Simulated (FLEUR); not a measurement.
# Sn (Fd-3m) in FLEUR: notebook

One crystal, Sn, is run at these levels: r2SCAN; tasks: band structure, equation of state.

Program: FLEUR MaX-R8.1 (later development tree). These are calculated values, not measurements. Logs are shortened: lines on timing, memory, paths and dates and some standing lists are left out, and cuts for length are marked.

## 1. The structure

It takes space group Fd-3m (No. 227, cubic). Conventional cell: a = 6.467 Å, b = 6.467 Å, c = 6.467 Å, α = 90.00°, β = 90.00°, γ = 90.00°. Sn (site symmetry -43m) has 4 Sn at 2.80 Å as nearest neighbours.

This isn't the form of Sn at room conditions, which is tetragonal (white tin).

## 2. Band structure, r2SCAN

File inp.xml:

```xml
<?xml version="1.0" encoding="UTF-8" standalone="no"?>
<fleurInput fleurInputVersion="0.39">
   <comment>
      Sn                                                                                                  
   </comment>
   <calculationSetup>
      <cutoffs Kmax="4.1" Gmax="12.7" GmaxXC="12.7" numbands="0"/>
      <scfLoop itmax="60" minDistance="0.00001" maxIterBroyd="15" imix="Anderson" alpha="0.05" precondParam="0.0" spinf="2.0" sdNocoIR="T"/>
      <coreElectrons ctail="F" frcor="F" kcrel="0" coretail_lmax="0"/>
      <xcFunctional name="LibXC" relativisticCorrections="F">
         <LibXCName exchange="mgga_x_r2scan" correlation="mgga_c_r2scan"/>
         <AuxGGA exchange="117" correlation="130"/>
      </xcFunctional>
      <magnetism jspins="1"/>
      <soc l_soc="F" theta="0.0" phi="0.0" spav="F"/>
      <expertModes spex="0" secvar="F"/>
      <geometryOptimization l_f="F" forcealpha="1.0" forcemix="BFGS" epsdisp="0.00001" epsforce="0.00001"/>
      <ldaU l_linMix="F" mixParam="0.05" spinf="1.0"/>
   </calculationSetup>
   <cell>
      <bzIntegration valenceElectrons="44.0" mode="hist" fermiSmearingEnergy="0.00183747">
         <kPointListSelection listName="default-1"/>
         <!-- k-points included here -->
         <xi:include xmlns:xi="http://www.w3.org/2001/XInclude" href="kpts.xml"> </xi:include>
      </bzIntegration>
      <!-- symmetry operations included here -->
      <xi:include xmlns:xi="http://www.w3.org/2001/XInclude" href="sym.xml"> </xi:include>
      <bulkLattice scale="1.0">
         <bravaisMatrix>
            <row-1>    0.0000000000000000     6.1101323589473129     6.1101323589473129</row-1>
            <row-2>    6.1101323589473129     0.0000000000000000     6.1101323589473129</row-2>
            <row-3>    6.1101323589473129     6.1101323589473129     0.0000000000000000</row-3>
         </bravaisMatrix>
      </bulkLattice>
   </cell>
   <atomSpecies>
      <species name="Tin (Sn)" element="Sn" atomicNumber="50">
         <mtSphere radius="2.45" gridPoints="811" logIncrement="0.016"/>
         <atomicCutoffs lmax="10" lnonsphr="8"/>
         <electronConfig flipSpins="F">
            <coreConfig>(1s1/2) (2s1/2) (2p1/2) (2p3/2) (3s1/2) (3p1/2) (3p3/2) (3d3/2) (3d5/2)</coreConfig>
            <valenceConfig>(4s1/2) (4p1/2) (4p3/2) (5s1/2) (4d3/2) (4d5/2) (5p1/2) (5p3/2)</valenceConfig>
            <stateOccupation state="(5p1/2)" spinUp="0.333333" spinDown="0.333333"/>
            <stateOccupation state="(5p3/2)" spinUp="0.666667" spinDown="0.666667"/>
         </electronConfig>
         <energyParameters s="5" p="5" d="4" f="4"/>
         <lo type="SCLO" l="0" n="4" eDeriv="0"/>
         <lo type="SCLO" l="1" n="4" eDeriv="0"/>
         <lo type="SCLO" l="1" n="4" eDeriv="1"/>
         <lo type="SCLO" l="2" n="4" eDeriv="2"/>
         <lo type="SCLO" l="3" n="4" eDeriv="2"/>
      </species>
   </atomSpecies>
   <atomGroups>
      <atomGroup species="Tin (Sn)">
         <relPos label="                   1">-3.000/8.000 -3.000/8.000 -3.000/8.000</relPos>
         <relPos label="                   2">3.000/8.000 3.000/8.000 3.000/8.000</relPos>
         <force calculate="T" relaxXYZ="TTT"/>
      </atomGroup>
   </atomGroups>
   <output dos="F" band="F" slice="F">
      <checks vchk="F" cdinf="F"/>
      <bandDOS minEnergy="-.5*Htr" maxEnergy="0.5*Htr" sigma="0.015" storeEVData="T"/>
      <vacuumDOS vacdos="F" integ="F" star="F" nstars="0" locx1="0.0" locy1="0.0" locx2="0.0" locy2="0.0" nstm="0" tworkf="0.0"/>
      <unfoldingBand unfoldBand="F" supercellX="1" supercellY="1" supercellZ="1"/>
      <plotting iplot="0" polar="F">
         <plot TwoD="T" vec1="  1.0  0.0  0.0" vec2="  0.0  1.0  0.0" vec3="  0.0  0.0  1.0" zero="  0.0  0.0  0.0" file="plot"/>
      </plotting>
      <chargeDensitySlicing numkpt="0" minEigenval="0.0" maxEigenval="0.0" nnne="0" pallst="F"/>
      <specialOutput eonly="F"/>
      <moessbauerParams electricFieldGradient="T" isomerShift="T" coreHyperfine="T" valenceHyperfine="T"/>
      <magneticCircularDichroism mcd="F" energyLo="-10.0" energyUp="0.0"/>
   </output>
  <!-- We include the file relax.xml here to enable relaxations (see documentation) -->
  <xi:include xmlns:xi="http://www.w3.org/2001/XInclude" href="relax.xml"> <xi:fallback/> </xi:include>
</fleurInput>
```

File crystal.txt:

```
Sn
&input cartesian=F /
0.0000000000  3.2333428000  3.2333428000
3.2333428000  0.0000000000  3.2333428000
3.2333428000  3.2333428000  0.0000000000
1.8897261246
1.0 1.0 1.0

2
50 0.7500000000  0.7500000000  0.7500000000
50 0.5000000000  0.5000000000  0.5000000000

&kpt div1=7 div2=7 div3=7 gamma=T /
```

File inp.xml (bands):

```
<?xml version="1.0" encoding="UTF-8" standalone="no"?>
<fleurInput fleurInputVersion="0.39">
   <comment>
      Sn                                                                                                  
   </comment>
   <calculationSetup>
      <cutoffs Kmax="4.1" Gmax="12.7" GmaxXC="12.7" numbands="0"/>
      <scfLoop itmax="60" minDistance="0.00001" maxIterBroyd="15" imix="Anderson" alpha="0.05" precondParam="0.0" spinf="2.0" sdNocoIR="T"/>
      <coreElectrons ctail="F" frcor="F" kcrel="0" coretail_lmax="0"/>
      <xcFunctional name="LibXC" relativisticCorrections="F">
         <LibXCName exchange="mgga_x_r2scan" correlation="mgga_c_r2scan"/>
         <AuxGGA exchange="117" correlation="130"/>
      </xcFunctional>
      <magnetism jspins="1"/>
      <soc l_soc="F" theta="0.0" phi="0.0" spav="F"/>
      <expertModes spex="0" secvar="F"/>
      <geometryOptimization l_f="F" forcealpha="1.0" forcemix="BFGS" epsdisp="0.00001" epsforce="0.00001"/>
      <ldaU l_linMix="F" mixParam="0.05" spinf="1.0"/>
   </calculationSetup>
   <cell>
      <bzIntegration valenceElectrons="44.0" mode="hist" fermiSmearingEnergy="0.00183747">
         <kPointListSelection listName="path-1"/>
         <!-- k-points included here -->
         <xi:include xmlns:xi="http://www.w3.org/2001/XInclude" href="kpts.xml"> </xi:include>
      </bzIntegration>
      <!-- symmetry operations included here -->
      <xi:include xmlns:xi="http://www.w3.org/2001/XInclude" href="sym.xml"> </xi:include>
      <bulkLattice scale="1.0">
         <bravaisMatrix>
            <row-1>    0.0000000000000000     6.1101323589473129     6.1101323589473129</row-1>
            <row-2>    6.1101323589473129     0.0000000000000000     6.1101323589473129</row-2>
            <row-3>    6.1101323589473129     6.1101323589473129     0.0000000000000000</row-3>
         </bravaisMatrix>
      </bulkLattice>
   </cell>
   <atomSpecies>
      <species name="Tin (Sn)" element="Sn" atomicNumber="50">
         <mtSphere radius="2.45" gridPoints="811" logIncrement="0.016"/>
         <atomicCutoffs lmax="10" lnonsphr="8"/>
         <electronConfig flipSpins="F">
            <coreConfig>(1s1/2) (2s1/2) (2p1/2) (2p3/2) (3s1/2) (3p1/2) (3p3/2) (3d3/2) (3d5/2)</coreConfig>
            <valenceConfig>(4s1/2) (4p1/2) (4p3/2) (5s1/2) (4d3/2) (4d5/2) (5p1/2) (5p3/2)</valenceConfig>
            <stateOccupation state="(5p1/2)" spinUp="0.333333" spinDown="0.333333"/>
            <stateOccupation state="(5p3/2)" spinUp="0.666667" spinDown="0.666667"/>
         </electronConfig>
         <energyParameters s="5" p="5" d="4" f="4"/>
         <lo type="SCLO" l="0" n="4" eDeriv="0"/>
         <lo type="SCLO" l="1" n="4" eDeriv="0"/>
         <lo type="SCLO" l="1" n="4" eDeriv="1"/>
         <lo type="SCLO" l="2" n="4" eDeriv="2"/>
         <lo type="SCLO" l="3" n="4" eDeriv="2"/>
      </species>
   </atomSpecies>
   <atomGroups>
      <atomGroup species="Tin (Sn)">
         <relPos label="                   1">-3.000/8.000 -3.000/8.000 -3.000/8.000</relPos>
         <relPos label="                   2">3.000/8.000 3.000/8.000 3.000/8.000</relPos>
         <force calculate="T" relaxXYZ="TTT"/>
      </atomGroup>
   </atomGroups>
   <output dos="F" band="T" slice="F">
      <checks vchk="F" cdinf="F"/>
      <bandDOS minEnergy="-.5*Htr" maxEnergy="0.5*Htr" sigma="0.015" storeEVData="T"/>
      <vacuumDOS vacdos="F" integ="F" star="F" nstars="0" locx1="0.0" locy1="0.0" locx2="0.0" locy2="0.0" nstm="0" tworkf="0.0"/>
      <unfoldingBand unfoldBand="F" supercellX="1" supercellY="1" supercellZ="1"/>
      <plotting iplot="0" polar="F">
         <plot TwoD="T" vec1="  1.0  0.0  0.0" vec2="  0.0  1.0  0.0" vec3="  0.0  0.0  1.0" zero="  0.0  0.0  0.0" file="plot"/>
      </plotting>
      <chargeDensitySlicing numkpt="0" minEigenval="0.0" maxEigenval="0.0" nnne="0" pallst="F"/>
      <specialOutput eonly="F"/>
      <moessbauerParams electricFieldGradient="T" isomerShift="T" coreHyperfine="T" valenceHyperfine="T"/>
      <magneticCircularDichroism mcd="F" energyLo="-10.0" energyUp="0.0"/>
   </output>
  <!-- We include the file relax.xml here to enable relaxations (see documentation) -->
  <xi:include xmlns:xi="http://www.w3.org/2001/XInclude" href="relax.xml"> <xi:fallback/> </xi:include>
</fleurInput>
```

Potentials or basis: all-electron, FLAPW.

Started as:

```
inpgen -f crystal.txt -profile fastHighL
# inp.xml edited to the form shown
fleur_MPI
fleur_MPI   # second run, on inp.xml (bands)
```

The log of the run:

```text
Welcome to FLEUR        (www.flapw.de)
      MaX-Release 8.1          (www.max-centre.eu)
 func_ids         498         497         498         497
 MetaGGA potential functional detected - V_tau will be computed
 Auxiliary Potential for radial basis: exchange=         117  correlation=         130
The functional 'Re-regularized SCAN exchange by Furness et al' is an exchange functional, it belongs to the 'MGGA' family and is defined in the reference(s):
[1] J. W. Furness, A. D. Kaplan, J. Ning, J. P. Perdew, and J. Sun.,  J. Phys. Chem. Lett. 11, 8208-8215 (2020)
[2] J. W. Furness, A. D. Kaplan, J. Ning, J. P. Perdew, and J. Sun.,  J. Phys. Chem. Lett. 11, 9248-9248 (2020)
The functional 'Re-regularized SCAN correlation by Furness et al' is a correlation functional, it belongs to the 'MGGA' family and is defined in the reference(s):
[1] J. W. Furness, A. D. Kaplan, J. Ning, J. P. Perdew, and J. Sun.,  J. Phys. Chem. Lett. 11, 8208-8215 (2020)
[2] J. W. Furness, A. D. Kaplan, J. Ning, J. P. Perdew, and J. Sun.,  J. Phys. Chem. Lett. 11, 9248-9248 (2020)
 Using same functional for VXC and EXC

 ========== k-point set info ==========
 Selected k-point list: default-1
 k-point list type: mesh
 7 x 7 x 7
 Number of k points: 20

 ------------Calculation Setup---------------------------
 Number of MPI-tasks      :            1
 Number of PE/node        :            1
 Number of OMP-threads    :            1
 Most efficient MPI parallelization for:
           1           2           4           5          10          20
 Additional eigenvalue parallelization possible
 Number of basis functions:          611
 Approximate size of matrices (H+S) per k-point:         0.006 GB
 --------------------------------------------------------
The functional 'Hammer, Hansen, and Norskov' is an exchange functional, it belongs to the 'GGA' family and is defined in the reference(s):
[1] B. Hammer, L. B. Hansen, and J. K. Nørskov.,  Phys. Rev. B 59, 7413 (1999)
The functional 'Perdew, Burke & Ernzerhof' is a correlation functional, it belongs to the 'GGA' family and is defined in the reference(s):
[1] J. P. Perdew, K. Burke, and M. Ernzerhof.,  Phys. Rev. Lett. 77, 3865 (1996)
[2] J. P. Perdew, K. Burke, and M. Ernzerhof.,  Phys. Rev. Lett. 78, 1396 (1997)
 Using same functional for VXC and EXC
 Using auxiliary GGA potential for the first iteration of MetaGGA calculation.
 Reset of history
 Reset of history
 Iteration:     1   Distance:      22.32656307 me/bohr^3
The functional 'Hammer, Hansen, and Norskov' is an exchange functional, it belongs to the 'GGA' family and is defined in the reference(s):
[1] B. Hammer, L. B. Hansen, and J. K. Nørskov.,  Phys. Rev. B 59, 7413 (1999)
The functional 'Perdew, Burke & Ernzerhof' is a correlation functional, it belongs to the 'GGA' family and is defined in the reference(s):
[1] J. P. Perdew, K. Burke, and M. Ernzerhof.,  Phys. Rev. Lett. 77, 3865 (1996)
[2] J. P. Perdew, K. Burke, and M. Ernzerhof.,  Phys. Rev. Lett. 78, 1396 (1997)
 Using same functional for VXC and EXC
 Iteration:     2   Distance:      21.08420359 me/bohr^3
The functional 'Hammer, Hansen, and Norskov' is an exchange functional, it belongs to the 'GGA' family and is defined in the reference(s):
[1] B. Hammer, L. B. Hansen, and J. K. Nørskov.,  Phys. Rev. B 59, 7413 (1999)
The functional 'Perdew, Burke & Ernzerhof' is a correlation functional, it belongs to the 'GGA' family and is defined in the reference(s):
[1] J. P. Perdew, K. Burke, and M. Ernzerhof.,  Phys. Rev. Lett. 77, 3865 (1996)
[2] J. P. Perdew, K. Burke, and M. Ernzerhof.,  Phys. Rev. Lett. 78, 1396 (1997)
 Using same functional for VXC and EXC
 Iteration:     3   Distance:      20.01544940 me/bohr^3
The functional 'Hammer, Hansen, and Norskov' is an exchange functional, it belongs to the 'GGA' family and is defined in the reference(s):
[1] B. Hammer, L. B. Hansen, and J. K. Nørskov.,  Phys. Rev. B 59, 7413 (1999)
The functional 'Perdew, Burke & Ernzerhof' is a correlation functional, it belongs to the 'GGA' family and is defined in the reference(s):
[1] J. P. Perdew, K. Burke, and M. Ernzerhof.,  Phys. Rev. Lett. 77, 3865 (1996)
[2] J. P. Perdew, K. Burke, and M. Ernzerhof.,  Phys. Rev. Lett. 78, 1396 (1997)
 Using same functional for VXC and EXC
 Iteration:     4   Distance:       0.76743021 me/bohr^3
The functional 'Hammer, Hansen, and Norskov' is an exchange functional, it belongs to the 'GGA' family and is defined in the reference(s):
[1] B. Hammer, L. B. Hansen, and J. K. Nørskov.,  Phys. Rev. B 59, 7413 (1999)
The functional 'Perdew, Burke & Ernzerhof' is a correlation functional, it belongs to the 'GGA' family and is defined in the reference(s):
[1] J. P. Perdew, K. Burke, and M. Ernzerhof.,  Phys. Rev. Lett. 77, 3865 (1996)
[2] J. P. Perdew, K. Burke, and M. Ernzerhof.,  Phys. Rev. Lett. 78, 1396 (1997)
 Using same functional for VXC and EXC
 Iteration:     5   Distance:       0.70796809 me/bohr^3
The functional 'Hammer, Hansen, and Norskov' is an exchange functional, it belongs to the 'GGA' family and is defined in the reference(s):
[... 46 lines left out ...]
 Using same functional for VXC and EXC
 Iteration:    12   Distance:       0.00148590 me/bohr^3
The functional 'Hammer, Hansen, and Norskov' is an exchange functional, it belongs to the 'GGA' family and is defined in the reference(s):
[1] B. Hammer, L. B. Hansen, and J. K. Nørskov.,  Phys. Rev. B 59, 7413 (1999)
The functional 'Perdew, Burke & Ernzerhof' is a correlation functional, it belongs to the 'GGA' family and is defined in the reference(s):
[1] J. P. Perdew, K. Burke, and M. Ernzerhof.,  Phys. Rev. Lett. 77, 3865 (1996)
[2] J. P. Perdew, K. Burke, and M. Ernzerhof.,  Phys. Rev. Lett. 78, 1396 (1997)
 Using same functional for VXC and EXC
 Iteration:    13   Distance:       0.00017822 me/bohr^3
The functional 'Hammer, Hansen, and Norskov' is an exchange functional, it belongs to the 'GGA' family and is defined in the reference(s):
[1] B. Hammer, L. B. Hansen, and J. K. Nørskov.,  Phys. Rev. B 59, 7413 (1999)
The functional 'Perdew, Burke & Ernzerhof' is a correlation functional, it belongs to the 'GGA' family and is defined in the reference(s):
[1] J. P. Perdew, K. Burke, and M. Ernzerhof.,  Phys. Rev. Lett. 77, 3865 (1996)
[2] J. P. Perdew, K. Burke, and M. Ernzerhof.,  Phys. Rev. Lett. 78, 1396 (1997)
 Using same functional for VXC and EXC
 Iteration:    14   Distance:       0.00015672 me/bohr^3
The functional 'Hammer, Hansen, and Norskov' is an exchange functional, it belongs to the 'GGA' family and is defined in the reference(s):
[1] B. Hammer, L. B. Hansen, and J. K. Nørskov.,  Phys. Rev. B 59, 7413 (1999)
The functional 'Perdew, Burke & Ernzerhof' is a correlation functional, it belongs to the 'GGA' family and is defined in the reference(s):
[1] J. P. Perdew, K. Burke, and M. Ernzerhof.,  Phys. Rev. Lett. 77, 3865 (1996)
[2] J. P. Perdew, K. Burke, and M. Ernzerhof.,  Phys. Rev. Lett. 78, 1396 (1997)
 Using same functional for VXC and EXC
 Iteration:    15   Distance:       0.00000930 me/bohr^3

 ********************************************************************
 Run finished successfully
 Stop message:
   all done
 ********************************************************************
```

Wall time 57 s (1 thread of Arm Neoverse V1, shared host); peak memory 0.08 GiB.

What came out:

- Free energy: -336287.4708 eV
- Band gap along the path: none (metal or under the smearing width)
- Valence electrons inside the program's atomic spheres: Sn 19.84 (radii Sn 2.45 bohr)

Levels at the corners of the path, in eV from the Fermi level:
| point | band 20 | band 21 | band 22 | band 23 | band 24 | band 25 |
| --- | --- | --- | --- | --- | --- | --- |
| Γ | -0.29 | -0.02 | -0.02 | -0.02 | 2.22 | 2.22 |
| X | -7.92 | -2.73 | -2.73 | 0.88 | 0.88 | 8.23 |
| W | -7.85 | -3.32 | -3.32 | 3.69 | 3.69 | 4.19 |
| K | -7.40 | -3.67 | -2.35 | 1.19 | 3.57 | 6.13 |
| Γ | -0.29 | -0.02 | -0.02 | -0.02 | 2.22 | 2.22 |
| L | -6.66 | -1.31 | -1.31 | 0.15 | 3.38 | 3.38 |
| U | -7.40 | -3.67 | -2.35 | 1.19 | 3.57 | 6.13 |
| W | -7.85 | -3.32 | -3.32 | 3.69 | 3.69 | 4.19 |
| L | -6.66 | -1.31 | -1.31 | 0.15 | 3.38 | 3.38 |
| K | -7.40 | -3.67 | -2.35 | 1.19 | 3.57 | 6.13 |
| U | -7.40 | -3.67 | -2.35 | 1.19 | 3.57 | 6.13 |
| X | -7.92 | -2.73 | -2.73 | 0.88 | 0.88 | 8.23 |

Core levels (eV from the Fermi level):
```csv
atom,levels
1 Sn,"1s1/2 -28992.8, 2s1/2 -4371.9, 2p1/2 -4082.9, 2p3/2 -3852.3, 3s1/2 -840.2, 3p1/2 -722.9, 3p3/2 -680.8, 3d3/2 -473.7, 3d5/2 -465.0"
2 Sn,"1s1/2 -28992.8, 2s1/2 -4371.9, 2p1/2 -4082.9, 2p3/2 -3852.3, 3s1/2 -840.2, 3p1/2 -722.9, 3p3/2 -680.8, 3d3/2 -473.7, 3d5/2 -465.0"
```

Caveat: the meta-GGA is that of a development version, with a GGA for the radial functions and cores and without core tails; spin-orbit coupling is left out, which moves the levels of the heavy elements.

(Part 1 of 2 ends here.)
